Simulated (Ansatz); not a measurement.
# Rh12Cl: the cost of one run

Method: DFT PBE+D3(BJ), scalar-relativistic, plane waves, PAW, in Ansatz 0.2.0.

2 further runs of the same task are left out: 2 set aside as unsound or not needed.

### 1 The starting structure

Symmetry: Fm-3m, No. 225, cubic system. Conventional cell: a = 3.794 Å, b = 3.794 Å, c = 3.794 Å, α = 90.00°, β = 90.00°, γ = 90.00°. Around Rh (site symmetry m-3m) lie 12 Rh at 2.68 Å.

Structure file:

```
Rh
1.0
     0.00000    1.89682    1.89682
     1.89682    0.00000    1.89682
     1.89682    1.89682    0.00000
Rh
1
Cartesian
  0.0000 0.0000 0.0000
```

This cell was relaxed beforehand with the same method: volume 13.65 Å³/atom, gap on the mesh none (metal).

### 2 The grid

Atoms count from 1 in the order of the input.

Cl is moved over the surface cell at a fixed height above a rigid substrate; the origin of the map has the adsorbate above Rh9; the height is held at 2.80 Å.

First coordinate, position of Cl13 along the first surface vector, from above Rh9: 6 values from 0.000 to 0.833, periodic. Second coordinate, position of Cl13 along the second surface vector, from above Rh9: 6 values from 0.000 to 0.833, periodic.

Nothing else is relaxed. Points are written as (first, second).

The two vectors of the plane (Å): (2.683, 0.000, 0.000); (-1.341, 2.323, 0.000).

### 3 Grid point (0/6, 0/6) of the map's two axes

The cell repeats along c, and a dipole correction in the vacuum removes the field between the copies.

input.yaml reads:

```yaml
crystal:
  lattice:
    - [5.3650160462, 0.0, 0.0]
    - [-2.6825080231, 4.6462401878, 0.0]
    - [0.0, 0.0, 21.6939918735]
  atoms:
    - { symbol: Rh, position: [0.3333333333, 0.1666666667, 0.1843828477] }
    - { symbol: Rh, position: [0.3333333333, 0.6666666667, 0.1843828477] }
    - { symbol: Rh, position: [0.8333333333, 0.1666666667, 0.1843828477] }
    - { symbol: Rh, position: [0.8333333333, 0.6666666667, 0.1843828477] }
    - { symbol: Rh, position: [0.1666666667, 0.3333333333, 0.2833554871] }
    - { symbol: Rh, position: [0.1666666667, 0.8333333333, 0.2833554871] }
    - { symbol: Rh, position: [0.6666666667, 0.3333333333, 0.2833554871] }
    - { symbol: Rh, position: [0.6666666667, 0.8333333333, 0.2833554871] }
    - { symbol: Rh, position: [0.0, 0.0, 0.3823174601] }
    - { symbol: Rh, position: [0.0, 0.5, 0.3823174601] }
    - { symbol: Rh, position: [0.5, 0.0, 0.3823174601] }
    - { symbol: Rh, position: [0.5, 0.5, 0.3823174601] }
    - { symbol: Cl, position: [0.0, 0.0, 0.5113854535] }
basis:
  ecutwfc: 420
kpoints:
  mp_grid: { grid: [6, 6, 1] }
hamiltonian:
  xc: pbe
  pseudopotentials: { kind: paw, azcp: { folder: soft_1 } }
  dispersion: d3bj
scf:
  occupations: { method: gaussian, width: 0.1 }
output:
  forces: true
  eigenvalues: true
efield:
  axis: 3
  dipole_correction: true
  ramp_width: 0.04
```

Run with:

```
$ ansatz run input.yaml --threads 2 --pin off --max-ram 6144MiB --backend cpu --events-out ev --progress --plain --runs-dir out
```

What time and memory should one allow on 2 threads of AMD EPYC 9R45 (Zen 5), shared host?

About 8 s, with a peak of 1.2 GiB.
